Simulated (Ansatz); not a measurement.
# B (Pmmn) in Ansatz: a series of runs

Runs on B. Level: LDA. Tasks: relaxation of cell and atoms.

Program: Ansatz 0.2.0. These are calculated values, not measurements. Logs are shortened: lines on timing, memory, paths and dates and some standing lists are left out, and cuts for length are marked.

### 1 The structure

It takes space group Pmmn (No. 59, orthorhombic). The conventional cell has a = 1.625 Å, b = 2.866 Å, c = 3.914 Å, α = 90.00°, β = 90.00°, γ = 90.00°. B (site symmetry mm2) is surrounded by 6 B at 1.62 to 1.86 Å.

The cell was built by a generator and needn't be a form met in nature.

### 2 Relaxation of cell and atoms, LDA

Input file input.yaml:

```yaml
crystal:
  lattice:
    - [1.62456, 0.0, 0.0]
    - [0.0, 2.86615, 0.0]
    - [0.0, 0.0, 3.9144]
  atoms:
    - { symbol: B, position: [0.0, 0.5, 0.60926] }
    - { symbol: B, position: [0.5, 0.0, 0.39074] }
hamiltonian:
  xc: lda
  pseudopotentials: { kind: paw }
kpoints:
  mp_grid: { grid: [16, 9, 7] }
scf:
  occupations: { method: fermi_dirac, width: 0.05 }
output:
  forces: true
  stress: true
  eigenvalues: true
relax:
  f_tol: 0.01
  max_steps: 40
  cell: { stress_tol: 0.05 }
```

Potentials or basis: Ansatz PAW.

Command:

```bash
$ ansatz run input.yaml --threads 2 --pin off --max-ram 5632MiB --backend cpu --events-out ev --progress --plain --runs-dir out
```

What it wrote:

```text
Warning: RAYON_NUM_THREADS=2 ignored (pool sized by the plan → 2); use --threads N
Engine: ansatz 0.2.0, aarch64-unknown-linux-gnu
Pseudopotentials: kind: paw
Pseudopotential: B, paw, valence charge 3, recommended cutoff 420 eV (normal), B.paw.azcp
Functional definition: SPW92
  exchange = slater_x
  correlation = pw_c
Crystal: 2 atoms, lattice volume = 18.226 Å³
Basis set: ecut = 420 eV, 361 PW (Γ)
Bands: 7, of which v1, the nominal top of the filled ones, is band 3 counted from 1 (2 counted from 0)
Symmetry: 8 space group operations
Space group: Pmmn (ITA 59), of the structure as read, at distance tolerance 2.6e-5 Å
k-points: 180 of 1008
Non-local potential: B, projectors of the file, l = 0: 2, l = 1: 2, l = 2: 1
PAW form: soft (Blöchl's): semilocal exchange-correlation on the pseudo side does not see the compensation charge
PAW frozen core: B, regenerated for the run's functional, and the local potential with it (the file was generated under x = pbe(κ = 0.804, μ = 0.2195149727645171), c = pbe(β = 0.06672455060314922))
PAW one-centre angular grid: B, 110 points (default); XC on 64 Gauss nodes
Initial density: superposition of atomic densities (neutral atoms: chi_scale 0, normalization atom), corrected by the library's trained network
Initial wavefunctions: pseudopotential atomic-orbital guess
Functional: x = slater, c = lda
SCF iter   1: F=—  HF=-298.520943 eV  |F-HF|=—  |Δ(HF+E_count)|=         —  Δρ=1.22e-2  dr2=5.34e-2  ethr=1.77e-3  ⟨swp⟩=4.8  Hψ=9043  notcnv=0
preconditioner: auto → none  [metal: Δε(μ)=0.057 eV  Ē_g=14.461 eV  σ=0.050 eV  W_gap=0.27  n_scr=4 (ndim 8)  ℏωp=21.3 eV  f_vac=0.000  D(μ)=0.43/eV (n_scr^D=2)  sad-step TF]
SCF iter   2: F=—  HF=-298.509572 eV  |F-HF|=—  |Δ(HF+E_count)|=   1.14e-2  Δρ=7.40e-3  dr2=2.38e-2  ethr=8.90e-4  ⟨swp⟩=1.0  Hψ=2701  notcnv=0
SCF iter   3: F=—  HF=-298.500350 eV  |F-HF|=—  |Δ(HF+E_count)|=   9.22e-3  Δρ=9.18e-4  dr2=1.14e-4  ethr=3.96e-4  ⟨swp⟩=2.6  Hψ=2257  notcnv=0  defer=2
SCF iter   4: F=—  HF=-298.500349 eV  |F-HF|=—  |Δ(HF+E_count)|=   3.31e-7  Δρ=8.91e-5  dr2=1.06e-6  ethr=1.90e-6  ⟨swp⟩=1.6  Hψ=1653  notcnv=0  defer=34
SCF iter   5: F=—  HF=-298.500349 eV  |F-HF|=—  |Δ(HF+E_count)|=   4.94e-7  Δρ=5.41e-6  dr2=2.68e-9  ethr=1.77e-8  ⟨swp⟩=1.9  Hψ=1547  notcnv=0  defer=37
SCF iter   6: F=-298.500349 eV  HF=-298.500349 eV  |F-HF|=1.84e-11  |Δ(HF+E_count)|=  9.54e-10  Δρ=4.12e-7  dr2=2.95e-11  ethr=4.47e-11  ⟨swp⟩=2.6  Hψ=4569  notcnv=0
the search or the solves at the SCF's close seem to have found levels that the self-consistency loop had missed (the run counts 1). By its estimate they hold under 1e-12 electrons; where the run keeps them, the occupations were computed again with them
SCF 1 converged in 6 iterations: F = -298.500349 eV  dr2 = 2.95e-11
relax step   1: F+E_penalty+E_count = -298.50034887 eV  Δ(F+E_penalty+E_count) = +0.000e0 eV  max|allowed force component| = 2.234e-1 eV/Å  Δτ_max = 0.0000 Å  P = -6.148 GPa  Ω = 18.226 Å³  (6 SCF iters, dr2 threshold 1.00e-7 eV, accepted)
Crystal: 2 atoms, lattice volume = 17.180 Å³
Basis set: ecut = 420 eV, 345 PW (Γ)
Initial density: handed on by an earlier stage of this run
Initial wavefunctions: those handed on with the density
iter 1 solved again at ethr=1.64e-4 eV; its pass at ethr=3.10e-3 eV (dr2=9.85e-3 eV) is discarded
SCF iter   1: F=—  HF=-298.528492 eV  |F-HF|=—  |Δ(HF+E_count)|=         —  Δρ=5.85e-3  dr2=1.03e-2  ethr=1.64e-4  ⟨swp⟩=1.0  Hψ=12455  notcnv=0
preconditioner: auto → none  [metal: Δε(μ)=0.094 eV  Ē_g=14.820 eV  σ=0.050 eV  W_gap=0.42  n_scr=4 (ndim 8)  ℏωp=21.9 eV  f_vac=0.000  D(μ)=0.28/eV (n_scr^D=2)]
SCF iter   2: F=—  HF=-298.524974 eV  |F-HF|=—  |Δ(HF+E_count)|=   3.52e-3  Δρ=2.51e-3  dr2=1.23e-3  ethr=1.64e-4  ⟨swp⟩=2.8  Hψ=2197  notcnv=0
SCF iter   3: F=—  HF=-298.524606 eV  |F-HF|=—  |Δ(HF+E_count)|=   3.68e-4  Δρ=4.52e-4  dr2=1.96e-5  ethr=2.05e-5  ⟨swp⟩=1.9  Hψ=1627  notcnv=0
SCF iter   4: F=—  HF=-298.524605 eV  |F-HF|=—  |Δ(HF+E_count)|=   8.12e-7  Δρ=6.89e-5  dr2=3.27e-7  ethr=3.26e-7  ⟨swp⟩=1.2  Hψ=1375  notcnv=0
iter 5 did not close the SCF: its close was put off for the readings that it lacked (scf_convergence_deferred on its scf_iter line)
SCF iter   5: F=-298.524605 eV  HF=-298.524605 eV  |F-HF|=4.29e-11  |Δ(HF+E_count)|=   2.32e-8  Δρ=2.73e-6  dr2=5.77e-10  ethr=5.45e-9  ⟨swp⟩=1.6  Hψ=1439  notcnv=0
SCF iter   6: F=-298.524605 eV  HF=-298.524605 eV  |F-HF|=1.18e-11  |Δ(HF+E_count)|=  2.64e-10  Δρ=2.79e-7  dr2=1.90e-11  ethr=9.62e-12  ⟨swp⟩=1.2  Hψ=3836  notcnv=0
the search or the solves at the SCF's close seem to have found levels that the self-consistency loop had missed (the run counts 1). By its estimate they hold under 1e-12 electrons; where the run keeps them, the occupations were computed again with them
SCF 2 converged in 6 iterations: F = -298.524605 eV  dr2 = 1.90e-11
relax step   2: F+E_penalty+E_count = -298.52460517 eV  Δ(F+E_penalty+E_count) = -2.426e-2 eV  max|allowed force component| = 2.009e-1 eV/Å  Δτ_max = 0.0188 Å  P = -3.453 GPa  Ω = 17.180 Å³  energy of the carried Pulay correction = +1.994e-3 eV  (6 SCF iters, dr2 threshold 2.00e-7 eV, accepted)
Crystal: 2 atoms, lattice volume = 16.142 Å³
[... 72 lines left out ...]
relax step   7: F+E_penalty+E_count = -298.53408987 eV  Δ(F+E_penalty+E_count) = +1.866e-3 eV  max|allowed force component| = 5.813e-4 eV/Å  Δτ_max = 0.0000 Å  P = -0.161 GPa  Ω = 16.430 Å³  stress off target by 2.59e-1 GPa  SCF on the basis re-selected at this cell (its energy is not comparable with the rows above)  (8 SCF iters)
[... 15 lines left out ...]
relax step   8: F+E_penalty+E_count = -298.53424988 eV  Δ(F+E_penalty+E_count) = -1.600e-4 eV  max|allowed force component| = 4.014e-4 eV/Å  Δτ_max = 0.0013 Å  P = -0.001 GPa  Ω = 16.373 Å³  energy of the carried Pulay correction = +1.157e-4 eV  (6 SCF iters, dr2 threshold 1.67e-7 eV, accepted)
iter 1 solved again at ethr=1.18e-7 eV; its pass at ethr=3.10e-3 eV (dr2=7.10e-6 eV) is discarded
SCF iter   1: F=—  HF=-298.534141 eV  |F-HF|=—  |Δ(HF+E_count)|=         —  Δρ=1.22e-5  dr2=2.52e-9  ethr=1.18e-7  ⟨swp⟩=3.2  Hψ=12827  notcnv=0
eigensolver tolerance schedule: the retry pair's looser diagonalisation over-reported the residual by 2817.53 of it (diagonalisation noise at 0.12 of the residual, at the tolerance the schedule requests for it); recorded, not acted on — ethr = c·dr2/N_el stays at c = 1.0e-1
preconditioner: auto → none  [metal: Δε(μ)=0.071 eV  Ē_g=15.149 eV  σ=0.050 eV  W_gap=0.34  n_scr=4 (ndim 8)  ℏωp=22.5 eV  f_vac=0.000  D(μ)=0.33/eV (n_scr^D=2)]
SCF iter   2: F=—  HF=-298.534140 eV  |F-HF|=—  |Δ(HF+E_count)|=   1.66e-7  Δρ=6.20e-6  dr2=6.46e-10  ethr=4.20e-11  ⟨swp⟩=2.1  Hψ=1656  notcnv=0
iter 3 did not close the SCF: its close was put off for the readings that it lacked (scf_convergence_deferred on its scf_iter line)
SCF iter   3: F=-298.534140 eV  HF=-298.534140 eV  |F-HF|=3.87e-12  |Δ(HF+E_count)|=   2.15e-9  Δρ=1.48e-7  dr2=5.34e-12  ethr=1.08e-11  ⟨swp⟩=2.0  Hψ=1774  notcnv=0
iter 4 did not close the SCF: its close was put off for the readings that it lacked (scf_convergence_deferred on its scf_iter line)
SCF iter   4: F=-298.534140 eV  HF=-298.534140 eV  |F-HF|=0.00e0  |Δ(HF+E_count)|=  2.05e-12  Δρ=3.86e-8  dr2=8.87e-14  ethr=1.00e-12  ⟨swp⟩=1.0  Hψ=1260  notcnv=0
iter 5 did not close the SCF: its close was put off for the readings that it lacked (scf_convergence_deferred on its scf_iter line)
SCF iter   5: F=-298.534140 eV  HF=-298.534140 eV  |F-HF|=0.00e0  |Δ(HF+E_count)|=    0.00e0  Δρ=8.20e-9  dr2=8.70e-15  ethr=1.00e-12  ⟨swp⟩=1.0  Hψ=1260  notcnv=0
iter 6 did not close the SCF: its close was put off for the readings that it lacked (scf_convergence_deferred on its scf_iter line)
SCF iter   6: F=-298.534140 eV  HF=-298.534140 eV  |F-HF|=0.00e0  |Δ(HF+E_count)|=  1.14e-13  Δρ=8.13e-10  dr2=1.05e-16  ethr=1.00e-12  ⟨swp⟩=1.0  Hψ=1260  notcnv=0
SCF iter   7: F=-298.534140 eV  HF=-298.534140 eV  |F-HF|=0.00e0  |Δ(HF+E_count)|=    0.00e0  Δρ=2.84e-10  dr2=2.23e-17  ethr=1.00e-12  ⟨swp⟩=2.0  Hψ=3378  notcnv=0
SCF 9 converged in 7 iterations: F = -298.534140 eV  dr2 = 2.23e-17
relax step   9: F+E_penalty+E_count = -298.53414044 eV  Δ(F+E_penalty+E_count) = +1.094e-4 eV  max|allowed force component| = 3.071e-4 eV/Å  Δτ_max = 0.0000 Å  P = -0.007 GPa  Ω = 16.373 Å³  stress off target by 2.06e-2 GPa  SCF on the basis re-selected at this cell (its energy is not comparable with the rows above)  (7 SCF iters)
basis re-selected at this cell: Δ(F+E_penalty+E_count) = +1.094e-4 eV, ΔP = -0.006 GPa vs the last step (what re-selecting the basis moved, of the pressure what is left beyond the Pulay correction that the steps carried, after the strain that the cell walked since its last selection, with what the two solves' SCF thresholds leave and, on support functions, any second-order correction that the steps lacked; it is no measure of the basis error at this ecutwfc). The dense FFT grid was sized anew with the basis: this SCF ran on 12×20×24 points, the steps before it on 12×20×25, so part of this shift can come from that change (see relax.cell in the input reference). This SCF's stress stands 2.06e-2 GPa from its target on what of the cell is left free (relax.cell.stress_tol is 5.00e-2 GPa) and its largest allowed force component is 3.07e-4 eV/Å (relax.f_tol is 1.00e-2 eV/Å): within both
SCF converged after 7 iterations
Free energy (F): -298.534140 eV
Harris-Foulkes:  -298.534140 eV  (|F-HF|=0.00e0)
Internal energy: -298.531545 eV  (E = F + TS)
E sigma→0 (E₀):  -298.532843 eV
Entropy (-TS):   -0.002596 eV (-1.298 meV/atom)
Fermi energy:    7.950108 eV
--- Per-component energies (eV) ---
  E_band       = 3.271887
  E_kinetic    = 100.199511
  E_local      = -92.826085  (includes V_loc(G=0)·N_el)
  E_nonlocal   = 24.202686
  E_hartree    = 27.198904
  E_xc         = -64.125984
  E_vxc        = -76.300113  (∫ρ·V_xc dr)
  E_paw        = -145.322708  (= ΣΔE_a)
  E_vpaw       = -6.401911  (= ΣTr[D̂ρ^β])
  E_aug_tail   = -0.000008  (compensation charges beyond the density's cutoff)
  E_ewald      = -147.949529
  E_core_change = 0.091669  (= ΣΔE_core)
  E_smearing   = -0.002596  (= −TS)
  E_closure    = 0.000000  (closes the sum)
  Σ components = -298.534140   (vs F -298.534140, Δ=0.00e0)
--- Forces (eV/Å), atoms counted from 1 ---
  atom   1  B      0.00000000     0.00000000    -0.00030712
  atom   2  B     -0.00000000     0.00000000     0.00030712
  max |Σ_I F_I| component: 0.00e0 eV/Å
--- Stress (GPa, compression-positive) ---
       -0.002646       0.000000       0.000000
        0.000000       0.001273       0.000000
        0.000000       0.000000      -0.020636
  P = ⅓ Tr σ = -0.0073 GPa (-0.073 kbar)
--- Band table (eV; the first three rows and the last of 180) ---
  k-point 0: bands = ["-8.4221", "2.3829", "2.6815", "5.3836", "11.2170", "17.0908", "20.9096"]
  k-point 1: bands = ["-8.3428", "1.5869", "2.4177", "6.7230", "11.2896", "16.6728", "20.4071"]
  k-point 2: bands = ["-8.1500", "0.1707", "2.4980", "8.7329", "11.4617", "15.8801", "19.9125"]
  k-point 179: bands = ["1.5694", "1.5694", "11.6788", "11.6788", "15.3439", "15.3439", "16.3942"]
--- Relaxed structure (7 steps of the walk, 7 accepted, 2 SCFs on fresh bases) ---
  F+E_penalty+E_count = -298.53414044 eV   max|allowed force component| = 3.071e-4 eV/Å   (the final SCF, on the basis selected at the relaxed cell)
  cell:  # Å, volume = 16.3727 Å³
    - [1.6173618687363216, 0.0, 0.0]
    - [0.0, 2.823280349962946, 0.0]
    - [0.0, 0.0, 3.5855683841155255]
  atoms:
    - { symbol: B, position: [0.0, 0.49999999999999994, 0.6135199756127518] }
    - { symbol: B, position: [0.49999999999999994, 0.0, 0.3864800243872482] }
```

It took 7 s on 2 threads of Arm Neoverse V2, shared host; peak memory 0.29 GiB.

Results:

```
Free energy                            : -298.5341 eV
Relaxed volume                         : 8.19 Å³/atom
Relaxed cell                           : a = 1.617 Å, b = 2.823 Å, c = 3.586 Å, α = 90.00°, β = 90.00°, γ = 90.00°
Space group after relaxing (to 0.05 Å) : Pmmn (No. 59)
Energy gained by relaxing              : 16.9 meV/atom
Ionic steps                            : 9
Pressure after relaxing                : 0.0 GPa
Band gap on the k mesh                 : none (metal or under the smearing width)
```

Step by step:
```csv
step,energy change (eV),largest force (eV/Å),volume (Å³)
1,0.0000,0.2234,18.23
2,-0.0243,0.2009,17.18
3,-0.0343,0.0750,16.14
4,-0.0350,0.0173,16.47
5,-0.0355,0.0063,16.47
6,-0.0356,0.0026,16.43
7,-0.0337,0.0006,16.43
8,-0.0339,0.0004,16.37
9,-0.0338,0.0003,16.37
```

Final structure:
```cif
data_structure
_symmetry_space_group_name_H-M 'P 1'
_symmetry_Int_Tables_number 1
_cell_length_a 1.6174
_cell_length_b 2.8233
_cell_length_c 3.5856
_cell_angle_alpha 90.000
_cell_angle_beta 90.000
_cell_angle_gamma 90.000
_cell_volume 16.37
loop_
_atom_site_label
_atom_site_type_symbol
_atom_site_fract_x
_atom_site_fract_y
_atom_site_fract_z
_atom_site_occupancy
B1 B 0.00000 0.50000 0.61352 1
B2 B 0.50000 0.00000 0.38648 1
```

Caveat: the plane-wave basis is chosen anew once the cell has moved, so the energies of steps on either side of that aren't comparable; the pressure holds a Pulay correction of +0.3 GPa for the finite cutoff; the PAW data sets come from PBE, with cores solved anew for the run's functional, which leaves a small shift of forces and pressure.

### 3 Relaxation of cell and atoms, LDA, target pressure 2 GPa, at which the enthalpy is minimised

input.yaml, as its differences from that of step 2:

```diff
@@ -22,2 +22,2 @@
   max_steps: 40
-  cell: { stress_tol: 0.05 }
+  cell: { stress_tol: 0.05, p_target: 2.0 }
```

Potentials or basis: Ansatz PAW.

Command:

```bash
$ ansatz run input.yaml --threads 2 --pin off --max-ram 5632MiB --backend cpu --events-out ev --progress --plain --runs-dir out
```

It took 8.3 s on 2 threads of Arm Neoverse V2, shared host; peak memory 0.29 GiB.

Results (log left out):

| Item | Value |
| --- | --- |
| Free energy | -298.5314 eV |
| Relaxed volume | 7.96 Å³/atom |
| Relaxed cell | a = 1.614 Å, b = 2.812 Å, c = 3.506 Å, α = 90.00°, β = 90.00°, γ = 90.00° |
| Space group after relaxing (to 0.05 Å) | Pmmn (No. 59) |
| Energy change on relaxing (the enthalpy is what falls) | -15.5 meV/atom |
| Ionic steps | 11 |
| Pressure after relaxing | 2.0 GPa |
| Band gap on the k mesh | none (metal or under the smearing width) |

Step by step:
| step | energy change (eV) | largest force (eV/Å) | volume (Å³) |
| --- | --- | --- | --- |
| 1 | 0.0000 | 0.2234 | 18.23 |
| 2 | -0.0250 | 0.1981 | 17.11 |
| 3 | -0.0338 | 0.0858 | 16.07 |
| 4 | -0.0327 | 0.0256 | 15.88 |
| 5 | -0.0335 | 0.0042 | 15.94 |
| 6 | -0.0338 | 0.0005 | 15.97 |
| 7 | -0.0338 | 0.0001 | 15.97 |
| 8 | -0.0317 | 0.0021 | 15.97 |
| 9 | -0.0311 | 0.0011 | 15.91 |
| 10 | -0.0312 | 0.0001 | 15.91 |
| 11 | -0.0311 | 0.0001 | 15.91 |

Final structure:
```xyz
2
Lattice="1.6140 0.0000 0.0000 0.0000 2.8122 0.0000 0.0000 0.0000 3.5061" Properties=species:S:1:pos:R:3 pbc="T T T"
B     0.0000    1.4061    2.1615
B     0.8070    0.0000    1.3446
```

Levels at points of the mesh, in eV from the Fermi level:
| k point | band 1 | band 2 | band 3 | band 4 | band 5 | band 6 |
| --- | --- | --- | --- | --- | --- | --- |
| (0.00, 0.00, 0.00) | -16.48 | -5.58 | -5.09 | -2.67 | 3.32 | 9.28 |
| (-0.50, 0.00, 0.00) | -7.35 | -7.35 | 6.83 | 6.83 | 7.34 | 7.34 |

Caveat: the plane-wave basis is chosen anew once the cell has moved, so the energies of steps on either side of that aren't comparable; the pressure holds a Pulay correction of +0.4 GPa for the finite cutoff; the PAW data sets come from PBE, with cores solved anew for the run's functional, which leaves a small shift of forces and pressure.

### 4 Relaxation of cell and atoms, LDA, target pressure 5 GPa, at which the enthalpy is minimised

input.yaml, as its differences from that of step 3:

```diff
@@ -22,2 +22,2 @@
   max_steps: 40
-  cell: { stress_tol: 0.05, p_target: 2.0 }
+  cell: { stress_tol: 0.05, p_target: 5.0 }
```

Command:

```bash
$ ansatz run input.yaml --threads 2 --pin off --max-ram 5632MiB --backend cpu --events-out ev --progress --plain --runs-dir out
```

It took 8.2 s on 2 threads of Arm Neoverse V2, shared host; peak memory 0.29 GiB.

The run converged. Its results:

```yaml
Free_energy: -298.5202 eV
Relaxed_volume: 7.69 Å³/atom
Relaxed_cell: a = 1.609 Å, b = 2.796 Å, c = 3.420 Å, α = 90.00°, β = 90.00°, γ = 90.00°
Space_group_after_relaxing_to_0.05_Å: Pmmn (No. 59)
Energy_change_on_relaxing_the_enthalpy_is_what_falls: -9.9 meV/atom
Ionic_steps: 11
Pressure_after_relaxing: 5.0 GPa
Band_gap_on_the_k_mesh: none (metal or under the smearing width)
```

Forces in eV/Å, atoms in the order of the input:
```
B    0.000  0.000  0.002
B    0.000  0.000 -0.002
```

Step by step:
```csv
step,energy change (eV),largest force (eV/Å),volume (Å³)
1,0.0000,0.2234,18.23
2,-0.0253,0.1878,17.01
3,-0.0313,0.0803,15.92
4,-0.0098,0.0159,15.08
5,-0.0224,0.1195,15.43
6,-0.0229,0.0059,15.41
7,-0.0234,0.0010,15.43
8,-0.0234,0.0002,15.43
9,-0.0211,0.0023,15.43
10,-0.0199,0.0024,15.39
11,-0.0198,0.0024,15.39
```

Final structure:
```
B
1.0
     1.60909    0.00000    0.00000
     0.00000    2.79613    0.00000
     0.00000    0.00000    3.42037
B
2
Direct
  0.00000 0.50000 0.62022
  0.50000 0.00000 0.37978
```

Levels at points of the mesh, in eV from the Fermi level:
```tsv
k point	band 1	band 2	band 3	band 4	band 5	band 6	band 7
(0.00, 0.00, 0.00)	-16.64	-5.58	-4.88	-2.82	3.41	9.43	14.22
(-0.50, 0.00, 0.00)	-7.43	-7.43	6.92	6.92	7.42	7.42	11.40
```

Caveat: the volume moved by over 15 % at a fixed basis, so the end points are rough; the plane-wave basis is chosen anew once the cell has moved, so the energies of steps on either side of that aren't comparable; the pressure holds a Pulay correction of +0.4 GPa for the finite cutoff; the PAW data sets come from PBE, with cores solved anew for the run's functional, which leaves a small shift of forces and pressure.

### 5 The runs side by side

```tsv
cell	target pressure (GPa)	gap on the mesh (eV)	pressure (GPa)
relaxed	-	none	0.0
relaxed to 2 GPa	2	none	2.0
relaxed to 5 GPa	5	none	5.0
```

Alike in all rows: task relaxation of cell and atoms; level LDA; potentials or basis Ansatz PAW; no spin polarisation; k mesh 16 × 9 × 7; cutoff (eV) 420; smearing fermi-dirac 0.05 eV.

Caveats: the plane-wave basis is chosen anew once the cell has moved, so the energies of steps on either side of that aren't comparable; the PAW data sets come from PBE, with cores solved anew for the run's functional, which leaves a small shift of forces and pressure; the volume moved by over 15 % at a fixed basis, so the end points are rough (some runs).

Absolute energies hang on the potentials; compare differences alone.
